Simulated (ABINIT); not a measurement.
## Sr: single point with PBE

Sr:

```
Sr
1.0
    -3.70636    3.70636    2.02088
     3.70636   -3.70636    2.02088
     3.70636    3.70636   -2.02088
Sr
2
Direct
  0.99828 0.00260 0.99522
  0.75190 0.24707 0.49894
```

This isn't the form of Sr at room conditions, which is fcc.

The cell isn't the ideal one: atoms moved at random, drawn with an rms of 0.05 Å.

* Program: ABINIT 10.8.3 (patched build)
* Task: single point
* Functional: PBE
* Potentials or basis: JTH PAW PBE v2.0
* Cutoff: 408 eV
* k mesh: 8 × 8 × 8
* Occupations: fermi-dirac, width 0.05 eV
* Spin: no spin polarisation

```yaml
Pressure: -0.1 GPa
Largest_force: 0.105 eV/Å
Band_gap_on_the_k_mesh: none (metal or under the smearing width)
Valence_electrons_inside_the_program's_atomic_spheres: Sr 7.26 (radii [1.1677] Å)
```

Forces in eV/Å, atoms in the order of the input:
```
Sr  -0.041  0.097  0.002
Sr   0.041 -0.097 -0.002
```

Stress tensor (GPa, compression positive):
```
 0.05  0.00 -0.05
 0.00  0.12 -0.11
-0.05 -0.11 -0.43
```

Levels at points of the mesh, in eV from the Fermi level:
```tsv
k point	band 7	band 8	band 9	band 10	band 11	band 12	band 13	band 14
(0.00, 0.00, 0.00)	-18.53	-18.53	-3.46	-0.32	0.68	1.12	1.73	2.64
(0.50, 0.00, 0.00)	-18.61	-18.52	-0.82	-0.08	0.00	1.07	1.32	1.76
(0.00, 0.50, 0.00)	-18.60	-18.51	-0.83	-0.07	-0.02	1.06	1.30	1.81
(0.50, 0.50, 0.00)	-18.53	-18.53	-1.88	-1.84	1.07	1.12	1.59	1.62
(0.00, 0.00, 0.50)	-18.53	-18.53	-1.87	-1.85	1.08	1.10	1.60	1.62
(0.50, 0.00, 0.50)	-18.60	-18.51	-0.83	-0.07	-0.03	1.06	1.29	1.84
(0.00, 0.50, 0.50)	-18.59	-18.51	-0.82	-0.08	-0.02	1.07	1.30	1.83
(0.50, 0.50, 0.50)	-18.50	-18.50	-1.13	-1.13	-0.06	-0.06	1.67	1.69
```

Run time: 4.3 min on 1 thread of Arm Neoverse V1 (shared host), peak memory 0.38 GiB.
